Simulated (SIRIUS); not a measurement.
Wanted: the native input for a SIRIUS 7.10.0 run.

```
Task                                        : single point
Functional                                  : PBE
Potentials or basis                         : PseudoDojo 0.4.1 PBE standard (scalar relativistic)
Cutoff                                      : 1127 eV
Density cutoff                              : 4507 eV
k mesh                                      : 11 × 11 × 11
Occupations                                 : fermi-dirac, width 0.05 eV
Spin                                        : no spin polarisation
Libxc names                                 : ["XC_GGA_X_PBE", "XC_GGA_C_PBE"]
Energy tol                                  : 1e-08 Ha
Density tol                                 : 1e-06
Mixer                                       : anderson
Mixing beta                                 : 0.7
Max scf                                     : 100
Radial cutoff for the potentials' integrals : 6.5 bohr
```

Ag:

```
CELL_PARAMETERS angstrom
-1.65565 1.65565 1.65565
1.65565 -1.65565 1.65565
1.65565 1.65565 -1.65565
ATOMIC_POSITIONS crystal
Ag 0.00000 0.00000 0.00000
```

This isn't the form of Ag at room conditions, which is fcc.

The input as run:

sirius.json

```json
{
  "control": {
    "processing_unit": "cpu",
    "verbosity": 2,
    "num_bands_to_print": 17,
    "print_forces": true,
    "print_stress": true
  },
  "parameters": {
    "electronic_structure_method": "pseudopotential",
    "xc_functionals": ["XC_GGA_X_PBE", "XC_GGA_C_PBE"],
    "gk_cutoff": 9.1,
    "pw_cutoff": 18.2,
    "ngridk": [11, 11, 11],
    "shiftk": [0, 0, 0],
    "smearing": "fermi_dirac",
    "smearing_width": 0.0018374661,
    "num_bands": 17,
    "num_mag_dims": 0,
    "num_dft_iter": 100,
    "energy_tol": 1e-08,
    "density_tol": 1e-06
  },
  "iterative_solver": {
    "type": "davidson",
    "min_tolerance": 1e-09,
    "tolerance_scale": [0.1, 0.25]
  },
  "mixer": {
    "type": "anderson",
    "beta": 0.7,
    "max_history": 8
  },
  "settings": {
    "tol_ne": 1e-10,
    "pseudo_grid_cutoff": 6.5
  },
  "unit_cell": {
    "lattice_vectors": [
      [-3.128732617141, 3.128732617141, 3.128732617141],
      [3.128732617141, -3.128732617141, 3.128732617141],
      [3.128732617141, 3.128732617141, -3.128732617141]
    ],
    "atom_coordinate_units": "lattice",
    "atom_types": ["Ag"],
    "atom_files": {
      "Ag": "Ag.json"
    },
    "atoms": {
      "Ag": [
        [0.0, 0.0, 0.0]
      ]
    }
  }
}
```

Potentials or basis: PseudoDojo 0.4.1 PBE standard (scalar relativistic).

Run with:

```console
$ upf_to_json Ag.upf
$ OMP_NUM_THREADS=1 sirius.scf --input=sirius.json --output=out.json --task=0
```

It gave:

| Property | Result |
| --- | --- |
| Pressure | -1.0 GPa |
| Band gap on the k mesh | none (metal or under the smearing width) |

It took 31 s on 1 thread of Arm Neoverse V1 (shared host), peak memory 0.28 GiB.
